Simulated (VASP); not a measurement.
# CoO (Fm-3m) in VASP: settings compared

The runs below take CoO through phonons, band structure, with PBEsol, RPBE+D4.

Program: VASP 6.6.1. These are calculated values, not measurements. Logs are shortened: lines on timing, memory, paths and dates and some standing lists are left out, and cuts for length are marked.

## Step 1: The structure

Symmetry: Fm-3m, No. 225, cubic system. The conventional cell has a = 4.263 Å, b = 4.263 Å, c = 4.263 Å, α = 90.00°, β = 90.00°, γ = 90.00°. Co (site symmetry m-3m) has 6 O at 2.13 Å as nearest neighbours. Around O (site symmetry m-3m) lie 6 Co at 2.13 Å.

## Step 2: Phonons, PBEsol, collinear spin, ferromagnetic start

Input file POSCAR:

```
CoO
1.0
    0.0000000000      2.1315000000      2.1315000000
    2.1315000000      0.0000000000      2.1315000000
    2.1315000000      2.1315000000      0.0000000000
Co O
1 1
Direct
    0.0000000000      0.0000000000      0.0000000000
    0.5000000000      0.5000000000      0.5000000000
```

Input file INCAR.step1:

```
ALGO = Normal
EDIFF = 1E-8
EDIFFG = -0.002
ENCUT = 600
GGA = PS
IBRION = 2
ISIF = 3
ISMEAR = 0
ISPIN = 2
LASPH = True
LCHARG = False
LMAXMIX = 4
LORBIT = 11
LREAL = False
LWAVE = False
MAGMOM = 2 0
NELM = 150
NSW = 40
PREC = Accurate
SIGMA = 0.02
```

Input file INCAR.step2:

```
ALGO = Normal
EDIFF = 1E-8
ENCUT = 600
GGA = PS
IBRION = 8
ISIF = 2
ISMEAR = 0
ISPIN = 2
LASPH = True
LCHARG = False
LMAXMIX = 4
LORBIT = 11
LREAL = False
LWAVE = False
MAGMOM = 2 0
NELM = 150
NSW = 1
PREC = Accurate
SIGMA = 0.02
```

Input file KPOINTS:

```
k-points
0
Gamma
  8 8 8
```

Potentials or basis: VASP PAW PBE potentials, release 64 (Co, O).

Started as:

```console
cat potpaw_PBE.64/Co/POTCAR potpaw_PBE.64/O/POTCAR > POTCAR
cp INCAR.step1 INCAR
mpirun -np 1 vasp_std > vasp.out
cp CONTCAR POSCAR
cp INCAR.step2 INCAR
mpirun -np 1 vasp_std > vasp.out
```

OUTCAR:

```text
EDIFF = 1E-8
   ENCUT = 600
   GGA = PS
   IBRION = 8
   ISIF = 2
   ISMEAR = 0
   ISPIN = 2
   LASPH = True
   LORBIT = 11
   LREAL = False
   NELM = 150
   NSW = 1
   PREC = Accurate

 ion  position               nearest neighbor table
   1  0.000  0.000  0.000-   2 2.08   2 2.08   2 2.08   2 2.08   2 2.08   2 2.08
   2  0.500  0.500  0.500-   1 2.08   1 2.08   1 2.08   1 2.08   1 2.08   1 2.08

  LATTYP: Found a face centered cubic cell.
 ALAT       =     4.1683486560

  Lattice vectors:

 A1 = (   0.0000000000,   2.0841743280,   2.0841743280)
 A2 = (   2.0841743280,   0.0000000000,   2.0841743280)
 A3 = (   2.0841743280,   2.0841743280,   0.0000000000)

Analysis of symmetry for initial positions (statically):
=====================================================================
 Subroutine PRICEL returns:
 Original cell was already a primitive cell.

 Routine SETGRP: Setting up the symmetry group for a
 face centered cubic supercell.

 Subroutine GETGRP returns: Found 48 space group operations
 (whereof 48 operations were pure point group operations)
 out of a pool of 48 trial point group operations.

The static configuration has the point symmetry O_h .

Analysis of symmetry for dynamics (positions and initial velocities):
=====================================================================
 Subroutine PRICEL returns:
 Original cell was already a primitive cell.

 Routine SETGRP: Setting up the symmetry group for a
 face centered cubic supercell.

 Subroutine GETGRP returns: Found 48 space group operations
 (whereof 48 operations were pure point group operations)
 out of a pool of 48 trial point group operations.

The dynamic configuration has the point symmetry O_h .

Analysis of structural, dynamic, and magnetic symmetry:
=====================================================================
 Subroutine PRICEL returns:
 Original cell was already a primitive cell.

 Routine SETGRP: Setting up the symmetry group for a
 face centered cubic supercell.

 Subroutine GETGRP returns: Found 48 space group operations
 (whereof 48 operations were pure point group operations)
[... 910 lines left out ...]
      2.08417      2.08417      2.08417         0.000000      0.000000     -0.000000
 -----------------------------------------------------------------------------------
    total drift:                                0.000000     -0.000000     -0.000000

  FREE ENERGIE OF THE ION-ELECTRON SYSTEM (eV)
  ---------------------------------------------------
  free  energy   TOTEN  =       -13.9939641293 eV

  energy  without entropy=      -13.9932289219  energy(sigma->0) =      -13.99359653

[... ionic steps 2 to 3 ...]

--------------------------------------- Ionic step        4  -------------------------------------------

------------------------ aborting loop because EDIFF is reached ----------------------------------------

[... ionic steps 5 to 6 ...]

--------------------------------------- Ionic step        7  -------------------------------------------

 Free energy of the ion-electron system (eV)
  ---------------------------------------------------
  ---------------------------------------------------
  free energy    TOTEN  =        -0.35526314 eV

  energy without entropy =       -0.35526313

------------------------ aborting loop because EDIFF is reached ----------------------------------------

 INTERNAL STRAIN TENSOR  FOR ION    2  DIRECTION 1   (eV/Angst):
 -----------------------------------------------------------------------------
    -0.01969 -0.00000  0.00000
     0.00000  0.01268 -0.00000
    -0.00000 -0.00000  0.01268

 INTERNAL STRAIN TENSOR FOR ION    2 for displacements in x,y,z  (eV/Angst):
          X           Y           Z          XY          YZ          ZX
  --------------------------------------------------------------------------------
  x     0.00000     0.00000     0.00000     0.00000     0.00000     0.00000
  y     0.00000     0.00000     0.00000     0.00000     0.00000     0.00000
  z     0.00000     0.00000     0.00000     0.00000     0.00000     0.00000

 SECOND DERIVATIVES (NOT SYMMETRIZED)
 ------------------------------------
               1X          1Y          1Z          2X          2Y          2Z
  1X    -0.185568    0.000000    0.000000    0.185568    0.000000    0.000000
  1Y     0.000000   -0.185568    0.000000    0.000000    0.185568    0.000000
  1Z     0.000000    0.000000   -0.185568    0.000000    0.000000    0.185568
  2X     0.202177    0.000000    0.000000   -0.202177    0.000000    0.000000
  2Y     0.000000    0.202177    0.000000    0.000000   -0.202177    0.000000
  2Z     0.000000    0.000000    0.202177    0.000000    0.000000   -0.202177

 Eigenvectors and eigenvalues of the dynamical matrix
 ----------------------------------------------------

   1 f  =    1.964422 THz    12.342829 2PiTHz   65.526075 cm-1     8.124194 meV
             X         Y         Z           dx          dy          dz
      0.000000  0.000000  0.000000     0.446832    0.000000   -0.000000
      2.084174  2.084174  2.084174    -0.894618   -0.000000   -0.000000
[... 21 lines left out ...]
   6 f/i=    0.033646 THz     0.211405 2PiTHz    1.122315 cm-1     0.139149 meV
             X         Y         Z           dx          dy          dz
      0.000000  0.000000  0.000000    -0.643301   -0.606120    0.138288
      2.084174  2.084174  2.084174    -0.321307   -0.302737    0.069070

--------------------------------------------------------------------------------------------------------

 ELASTIC MODULI CONTR FROM IONIC RELAXATION (kBar)
 Direction    XX          YY          ZZ          XY          YZ          ZX
 --------------------------------------------------------------------------------
 XX           0.0000      0.0000      0.0000      0.0000      0.0000      0.0000
 YY           0.0000      0.0000      0.0000      0.0000      0.0000      0.0000
 ZZ           0.0000      0.0000      0.0000      0.0000      0.0000      0.0000
 XY           0.0000      0.0000      0.0000      0.0000      0.0000      0.0000
 YZ           0.0000      0.0000      0.0000      0.0000      0.0000      0.0000
 ZX           0.0000      0.0000      0.0000      0.0000      0.0000      0.0000
 --------------------------------------------------------------------------------

 total charge

# of ion       s       p       d       tot
------------------------------------------
    1        0.316   0.407   7.198   7.921
    2        1.548   3.432   0.000   4.979
--------------------------------------------------
tot          1.864   3.839   7.198  12.901

 magnetization (x)

# of ion       s       p       d       tot
------------------------------------------
    1        0.021   0.019   2.445   2.485
    2        0.031   0.264   0.000   0.295
--------------------------------------------------
tot          0.052   0.283   2.445   2.780
```

OUTCAR.step1:

```text
EDIFF = 1E-8
   EDIFFG = -0.002
   ENCUT = 600
   GGA = PS
   IBRION = 2
   ISIF = 3
   ISMEAR = 0
   ISPIN = 2
   LASPH = True
   LORBIT = 11
[... 1167 lines left out ...]

 reached required accuracy - stopping structural energy minimisation

 total charge

# of ion       s       p       d       tot
------------------------------------------
    1        0.316   0.407   7.198   7.921
    2        1.547   3.432   0.000   4.980
--------------------------------------------------
tot          1.863   3.840   7.198  12.901

 magnetization (x)

# of ion       s       p       d       tot
------------------------------------------
    1        0.021   0.019   2.445   2.485
    2        0.031   0.264   0.000   0.295
--------------------------------------------------
tot          0.052   0.283   2.445   2.780
```

OSZICAR.step1:

```text
N       E                     dE             d eps       ncg     rms          rms(c)
DAV:   1     0.908350076676E+02    0.90835E+02   -0.78941E+03  1416   0.161E+03
DAV:   2    -0.873948048574E+01   -0.99574E+02   -0.88670E+02  1488   0.299E+02
[... 111 lines left out ...]
  16 F= -.13997196E+02 E0= -.13996829E+02  d E =-.577674E-06  mag=     2.8281
       N       E                     dE             d eps       ncg     rms          rms(c)
DAV:   1    -0.139971965818E+02   -0.10224E-05   -0.11995E-05  1484   0.591E-02    0.603E-03
DAV:   2    -0.139971960359E+02    0.54588E-06   -0.15536E-06  1588   0.244E-02    0.396E-03
DAV:   3    -0.139971959976E+02    0.38348E-07   -0.13802E-07  1872   0.680E-03    0.300E-03
DAV:   4    -0.139971959957E+02    0.19140E-08   -0.15465E-08   704   0.335E-03
  17 F= -.13997196E+02 E0= -.13996829E+02  d E =-.101116E-05  mag=     2.8281
```

It took 5.7 min on 1 thread of AMD EPYC 7R43 (Zen 3), shared host; peak memory 0.18 GiB.

What came out:

```yaml
Relaxed_volume: 9.05 Å³/atom
Relaxed_cell: a = 2.947 Å, b = 2.947 Å, c = 2.947 Å, α = 60.00°, β = 60.00°, γ = 60.00°
Space_group_after_relaxing_to_0.05_Å: Fm-3m (No. 225)
Net_moment: 2.83 μB per cell
Site_moments: Co +2.48; O +0.29 μB
Valence_electrons_inside_the_program's_atomic_spheres: Co 7.92; O 4.98
Highest_phonon_frequency_at_Γ_LO-TO_splitting_left_out: 66 cm⁻¹
```

Step by step:
```tsv
step	energy change (eV)	largest force (eV/Å)	pressure (GPa)	volume (Å³)
1	0.0000	0.0000	-12.33	19.37
2	-0.0351	0.0000	7.46	17.35
3	-0.0533	0.0000	0.49	18.06
4	-0.0534	0.0000	-0.07	18.11
5	-0.0534	0.0000	-0.07	18.11
6	-0.0534	0.0000	-0.07	18.11
7	-0.0534	0.0000	-0.07	18.11
8	-0.0534	0.0000	-0.07	18.11
9	-0.0534	0.0000	-0.07	18.11
10	-0.0534	0.0000	-0.07	18.11
11	-0.0534	0.0000	-0.07	18.11
12	-0.0534	0.0000	-0.07	18.11
13	-0.0534	0.0000	-0.07	18.11
14	-0.0534	0.0000	-0.06	18.11
15	-0.0534	0.0000	-0.07	18.11
16	-0.0534	0.0000	-0.05	18.11
17	-0.0534	0.0000	-0.02	18.11
```

Final structure:
```
Co O
1.0
     0.00000    2.08417    2.08417
     2.08417    0.00000    2.08417
     2.08417    2.08417    0.00000
Co O
1 1
Cartesian
  0.0000 0.0000 0.0000
  2.0842 2.0842 2.0842
```

Phonon frequencies in cm⁻¹ (negative: imaginary):
| q point | frequencies |
| --- | --- |
| (0.000, 0.000, 0.000) | -1 -1 -1 66 66 66 |

Caveat: the PAW data sets were made with another functional, which shifts forces and pressure a little; a cell with one magnetic atom can't hold antiferromagnetic order, which such compounds often take.

## Step 3: Band structure, RPBE+D4, non-collinear spin, zero start (atoms moved at random, drawn with an rms of 0.1 Å)

Input file POSCAR:

```
CoO
3.0144
    0.000000000000      0.707105891720      0.707105891720
    0.707105891720      0.000000000000      0.707105891720
    0.707105891720      0.707105891720      0.000000000000
Co O
1 1
Direct
    0.0037270000     -0.0103310000      0.0007900000
    0.4833660000      0.5402950000      0.4970950000
```

Input file INCAR.step1:

```
PREC = Accurate
ENCUT = 520
EDIFF = 1E-7
ISMEAR = 0
SIGMA = 0.05
LREAL = F
LASPH = T
NELM = 100
ALGO = Fast
ISIF = 2
LWAVE = F
LCHARG = T
LNONCOLLINEAR = T
MAGMOM = 0 0 0 0 0 0
LORBIT = 11
LMAXMIX = 4
GGA = RP
IVDW = 13
```

Input file KPOINTS.step1:

```
regular mesh
0
Gamma
  8 8 8
```

Input file INCAR.step2:

```
PREC = Accurate
ENCUT = 520
EDIFF = 1E-7
ISMEAR = 0
SIGMA = 0.05
LREAL = F
LASPH = T
NELM = 100
ALGO = Fast
ISIF = 2
LWAVE = F
LCHARG = F
LNONCOLLINEAR = T
MAGMOM = 0 0 0 0 0 0
LORBIT = 11
LMAXMIX = 4
GGA = RP
IVDW = 13
ICHARG = 11
```

Input file KPOINTS.step2:

```
path GXWKGLUWLK,UX
15
line-mode
reciprocal
 0.0000000000  0.0000000000  0.0000000000  G
 0.5000000000  0.0000000000  0.5000000000  X

 0.5000000000  0.0000000000  0.5000000000  X
 0.5000000000  0.2500000000  0.7500000000  W

 0.5000000000  0.2500000000  0.7500000000  W
 0.3750000000  0.3750000000  0.7500000000  K

 0.3750000000  0.3750000000  0.7500000000  K
 0.0000000000  0.0000000000  0.0000000000  G

 0.0000000000  0.0000000000  0.0000000000  G
 0.5000000000  0.5000000000  0.5000000000  L

 0.5000000000  0.5000000000  0.5000000000  L
 0.6250000000  0.2500000000  0.6250000000  U

 0.6250000000  0.2500000000  0.6250000000  U
 0.5000000000  0.2500000000  0.7500000000  W

 0.5000000000  0.2500000000  0.7500000000  W
 0.5000000000  0.5000000000  0.5000000000  L

 0.5000000000  0.5000000000  0.5000000000  L
 0.3750000000  0.3750000000  0.7500000000  K

 0.6250000000  0.2500000000  0.6250000000  U
 0.5000000000  0.0000000000  0.5000000000  X
```

Potentials or basis: VASP PAW PBE potentials, release 54 (Co, O).

Started as:

```console
cat potpaw_PBE.54/Co/POTCAR potpaw_PBE.54/O/POTCAR > POTCAR
cp INCAR.step1 INCAR
cp KPOINTS.step1 KPOINTS
mpirun -np 1 vasp_ncl > vasp.out
cp INCAR.step2 INCAR
cp KPOINTS.step2 KPOINTS
mpirun -np 1 vasp_ncl > vasp.out
```

It took 13 min on 1 thread of Intel Xeon Platinum 8488C (Sapphire Rapids), shared host; peak memory 0.45 GiB.

It converged, with:

```
Band gap along the path    : none (metal or under the smearing width)
Net moment                 : 0.00 μB per cell
Dispersion energy per atom : -0.593 eV
```

Levels at the corners of the path, in eV from the Fermi level:
```csv
point,band 12,band 13,band 14,band 15,band 16,band 17,band 18,band 19,band 20,band 21
Γ,-1.34,-1.20,-1.20,-0.88,-0.88,-0.78,-0.78,1.30,1.30,16.95
X,-0.51,-0.27,-0.27,-0.25,-0.25,-0.17,-0.17,6.53,6.53,9.97
X,-0.51,-0.27,-0.27,-0.25,-0.25,-0.17,-0.17,6.53,6.53,9.97
W,-0.77,-0.26,-0.26,-0.24,-0.24,0.57,0.57,8.54,8.54,10.31
W,-0.77,-0.26,-0.26,-0.24,-0.24,0.57,0.57,8.54,8.54,10.31
K,-0.41,-0.29,-0.29,0.01,0.01,0.54,0.54,7.96,7.96,10.09
K,-0.41,-0.29,-0.29,0.01,0.01,0.54,0.54,7.96,7.96,10.05
Γ,-1.34,-1.20,-1.20,-0.88,-0.88,-0.78,-0.78,1.30,1.30,16.95
Γ,-1.34,-1.20,-1.20,-0.88,-0.88,-0.78,-0.78,1.30,1.30,16.95
L,-0.53,-0.27,-0.27,1.41,1.41,1.54,1.54,5.48,5.48,9.59
L,-0.53,-0.27,-0.27,1.41,1.41,1.54,1.54,5.48,5.48,9.59
U,-0.42,-0.27,-0.27,0.03,0.03,0.52,0.52,7.98,7.98,10.03
U,-0.42,-0.27,-0.27,0.03,0.03,0.52,0.52,7.98,7.98,10.05
W,-0.77,-0.26,-0.26,-0.24,-0.24,0.57,0.57,8.54,8.54,10.30
W,-0.77,-0.26,-0.26,-0.24,-0.24,0.57,0.57,8.54,8.54,10.31
L,-0.53,-0.27,-0.27,1.41,1.41,1.54,1.54,5.48,5.48,9.59
L,-0.53,-0.27,-0.27,1.41,1.41,1.54,1.54,5.48,5.48,9.59
K,-0.41,-0.29,-0.29,0.01,0.01,0.54,0.54,7.96,7.96,10.04
U,-0.42,-0.27,-0.27,0.03,0.03,0.52,0.52,7.98,7.98,10.04
X,-0.51,-0.27,-0.27,-0.25,-0.25,-0.17,-0.17,6.53,6.53,9.97
```

Moments on the atoms (μB; x, y, z):
```
Co  0.00 0.00 0.00
O   0.00 0.00 0.00
```

Caveat: the log is that of the step along the path at fixed density, whose energy, stress, charges and moments have no meaning; the PAW data sets were made with another functional, which shifts forces and pressure a little; semilocal functionals often make such compounds metallic where correlation or magnetic order opens a gap, which also shifts bond lengths; pairwise dispersion overbinds metals, which lowers pressure and volume.

## Step 4: The reference run

An earlier run on the cell as given: functional PBE; potentials or basis VASP PAW PBE potentials, release 64 (Co, O); cutoff 520 eV; k mesh 11 × 11 × 11; occupations fermi-dirac, width 0.05 eV; collinear spin, ferromagnetic start; starting moments [2.0, 0.0] μB.

* Pressure: -2.4 GPa
* Band gap on the k mesh: none (metal or under the smearing width)
* Net moment: 2.90 μB per cell
* Site moments: Co +2.55; O +0.29 μB
* Valence electrons inside the program's atomic spheres: Co 7.79; O 4.98

## Step 5: Overview

```csv
task,level,potentials or basis,spin,cell,k mesh,cutoff (eV),smearing,moment (μB)
phonons,PBEsol,"VASP PAW PBE potentials, release 64 (Co, O)","collinear, ferromagnetic start",relaxed,8 × 8 × 8,600,gaussian 0.02 eV,2.83
band structure,RPBE+D4,"VASP PAW PBE potentials, release 54 (Co, O)","non-collinear, zero start","atoms moved at random, drawn with an rms of 0.1 Å",8 × 8 × 8,520,gaussian 0.05 eV,0.00
single point,PBE,"VASP PAW PBE potentials, release 64 (Co, O)","collinear, ferromagnetic start",as given,11 × 11 × 11,520,fermi-dirac 0.05 eV,2.90
```

Caveats: the PAW data sets were made with another functional, which shifts forces and pressure a little (some runs); a cell with one magnetic atom can't hold antiferromagnetic order, which such compounds often take (some runs); semilocal functionals often make such compounds metallic where correlation or magnetic order opens a gap, which also shifts bond lengths (some runs); pairwise dispersion overbinds metals, which lowers pressure and volume (some runs).

Absolute energies hang on the potentials; compare differences alone.
